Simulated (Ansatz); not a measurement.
Crystal: Cl.

```
Cl
1.0
     3.14500   -2.25000    0.00000
     3.14500    2.25000    0.00000
     0.00000    0.00000    8.21000
Cl
4
Direct
  0.37000 0.63000 0.40000
  0.13000 0.87000 0.90000
  0.63000 0.37000 0.60000
  0.87000 0.13000 0.10000
```

| Item | Value |
| --- | --- |
| Program | Ansatz 0.2.0 |
| Task | relaxation of cell and atoms |
| Functional | PBEsol |
| Potentials or basis | Ansatz PAW |
| Cutoff | 420 eV (not typed: the program's choice for these potentials) |
| k mesh | 7 × 7 × 4 |
| Occupations | fermi-dirac, width 0.05 eV |
| Spin | no spin polarisation |

At the start: volume 29.05 Å³/atom.

Task: How do energy, volume and symmetry change on relaxing?

Result: It ends after 9 steps and the volume is 26.84 Å³/atom (-7.6 %); space group Cmce (No. 64, to 0.05 Å).

The path:
```csv
step,energy change (eV),largest force (eV/Å),volume (Å³)
1,0.0000,0.1728,116.19
2,-0.0515,0.1429,110.36
3,-0.0724,0.0140,107.42
4,-0.0861,0.0290,105.30
5,-0.0982,0.0064,103.87
6,-0.1019,0.1551,103.35
7,-0.1060,0.0236,107.68
8,-0.1064,0.0036,107.34
9,-0.1070,0.0036,107.34
```

Final structure:
```
Cl
1.0
     3.45304   -1.94178    0.00000
     3.45304    1.94178    0.00000
     0.00000    0.00000    8.00455
Cl
4
Direct
  0.37321 0.62679 0.38888
  0.12679 0.87321 0.88888
  0.62679 0.37321 0.61112
  0.87321 0.12679 0.11112
```

Caveat: the plane-wave basis is chosen anew once the cell has moved, so the energies of steps on either side of that aren't comparable; the PAW data sets come from PBE, with cores solved anew for the run's functional, which leaves a small shift of forces and pressure.
